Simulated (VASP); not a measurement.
A run of VASP 6.6.1 is set up as follows.

File INCAR:

```
PREC = Accurate
ENCUT = 600
EDIFF = 1E-6
ISMEAR = 0
SIGMA = 0.03
LREAL = F
LASPH = T
NELM = 80
ALGO = Normal
ISIF = 3
LWAVE = F
LCHARG = F
GGA = PE
IBRION = 2
NSW = 90
EDIFFG = -0.01
KPAR = 2
```

KPOINTS

```
regular mesh
0
Gamma
  9 9 2
```

The input POSCAR:

```
GaS
1.0
    3.5850000000      0.0000000000      0.0000000000
   -1.7925000000      3.1047010700      0.0000000000
    0.0000000000      0.0000000000     15.5000000000
Ga S
4 4
Direct
    0.3333333300      0.6666666700      0.1700000000
    0.6666666700      0.3333333300      0.6700000000
    0.3333333300      0.6666666700      0.3300000000
    0.6666666700      0.3333333300      0.8300000000
    0.3333333300      0.6666666700      0.6000000000
    0.6666666700      0.3333333300      0.1000000000
    0.3333333300      0.6666666700      0.9000000000
    0.6666666700      0.3333333300      0.4000000000
```

Potentials or basis: VASP PAW PBE potentials, release 64 (Ga_d, S).

The run is started by

```sh
$ cat potpaw_PBE.64/Ga_d/POTCAR potpaw_PBE.64/S/POTCAR > POTCAR
$ mpirun -np 2 vasp_std > vasp.out
```

Problem. What does it give for the relaxed cell?

Solution. a = 3.628 Å, b = 3.628 Å, c = 17.164 Å, α = 90.00°, β = 90.00°, γ = 120.00°.

Problem. Estimate the space group after relaxing (to 0.05 Å).

Solution. P6_3/mmc (No. 194).

Problem. Predict the relaxed volume.

Solution. 24.45 Å³/atom.

Problem. Estimate the band gap on the k mesh.

Solution. 1.95 eV, indirect (least direct gap 1.96 eV).

Step by step:
```csv
step,energy change (eV),largest force (eV/Å),pressure (GPa),volume (Å³)
1,0.0000,0.2436,2.11,172.52
2,-0.0283,0.3667,-0.77,179.70
3,-0.0363,0.2412,0.16,177.35
4,-0.0363,0.2477,0.03,177.47
5,-0.0459,0.1900,-0.03,178.59
6,-0.0551,0.2352,-0.32,181.39
7,-0.0629,0.2024,-0.15,181.53
8,-0.0741,0.1280,0.22,181.83
9,-0.0743,0.1526,1.04,182.41
10,-0.0780,0.0964,0.58,182.12
11,-0.0860,0.0589,0.52,183.12
12,-0.1012,0.1271,0.00,186.11
13,-0.0963,0.4035,-0.80,192.08
14,-0.1044,0.2503,-0.39,188.65
15,-0.1128,0.1436,-0.19,189.43
16,-0.1168,0.0763,0.09,190.60
17,-0.1182,0.0572,0.02,191.06
18,-0.1206,0.0703,0.08,192.12
19,-0.1215,0.1441,0.18,194.25
20,-0.1228,0.0910,0.05,195.14
21,-0.1231,0.0383,-0.08,196.02
22,-0.1237,0.0247,-0.09,195.96
23,-0.1243,0.0036,-0.05,195.87
24,-0.1246,0.0395,-0.02,195.68
25,-0.1247,0.0269,-0.05,195.74
26,-0.1248,0.0057,0.09,195.55
27,-0.1248,0.0078,0.04,195.60
```

Caveat: an odd mesh through Γ misses points on the zone boundary, where band edges often lie; this functional lacks dispersion, which binds the layers, so the pressure and a relaxed spacing across them are unreliable; the volume moved by +13 % from the deposited cell, more than functionals usually miss. PBE usually gives volumes a little too large and moduli too small.
